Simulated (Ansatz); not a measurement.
Two structures of RbBr under several functionals

Plane-wave DFT in Ansatz with scalar-relativistic PAW potentials (420 eV, r2SCAN 500 eV). Each structure was relaxed within its symmetry at each level.
A. Pm-3m, 2 atoms in the computed cell, a = 4.070 Å; sites (symmetry × multiplicity) Rb m-3m × 1, Br m-3m × 1
B. Fm-3m, 2 atoms in the computed cell, a = 6.850 Å; sites (symmetry × multiplicity) Rb m-3m × 4, Br m-3m × 4
(cells at PBEsol)

**Question.** Does the choice of functional change which is lower?

**Answer.**
| level | E(B) − E(A) (meV/atom) | V(A) (Å³/atom) | V(B) (Å³/atom) |
| --- | --- | --- | --- |
| PBEsol | -26.9 | 33.71 | 40.18 |
| PBE | -55 | 36.86 | 43.11 |

No: at every level B is lower; the difference varies by 28 meV/atom between levels. Functionals that bind more strongly (LDA, PBEsol, a dispersion term) tend to favour the denser structure.